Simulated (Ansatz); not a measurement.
Wires are cut from relaxed bulk Fe (Im-3m, 11.35 Å³/atom, gap on the mesh 0.00 eV); atoms and period are relaxed, and energies count from that bulk.

Method: Ansatz, DFT PBE, scalar-relativistic, plane waves, PAW.

Cutoff 420 eV; k points 1×1×8 on the computed 4-atom cell (Γ-centred); Gaussian smearing, width 0.05 eV; collinear spin from starting moments 2.44 2.44 2.44 2.44 μB.

Start ([110] wire, 4 host atoms a period):

```xyz
4
Lattice="11.0000 0.0000 0.0000 0.0000 12.1000 0.0000 0.0000 0.0000 4.0045" Properties=species:S:1:pos:R:3 pbc="T T T"
Fe    4.4989    7.4658    2.0022
Fe    4.4989    4.6342    2.0022
Fe    4.4989    6.0500    0.0000
Fe    6.5011    6.0500    2.0022
```

Task: Give the relaxed structure and its energy.

Result: The free energy falls by 217 meV/atom.

```
excess energy (eV per host atom)                      : 2.007
line energy (eV/Å)                                    : 2.138
period (Å)                                            : 3.755
gap on the mesh (eV)                                  : 0
highest filled level or Fermi level under vacuum (eV) : 3.94
size of the moment (μB per cell)                      : 12.00
```

Relaxed structure:
```
CELL_PARAMETERS angstrom
11.00000 0.00000 0.00000
0.00000 12.10000 0.00000
0.00000 0.00000 3.75471
ATOMIC_POSITIONS crystal
Fe 0.39235 0.59990 0.50000
Fe 0.39235 0.40010 0.50000
Fe 0.45322 0.50000 0.00000
Fe 0.58007 0.50000 0.50000
```

Each run keeps its start's symmetry and one magnetic start, so lower states can exist.

It took 49 s on 4 threads of Arm Neoverse V2 (shared host), peak memory 0.95 GiB.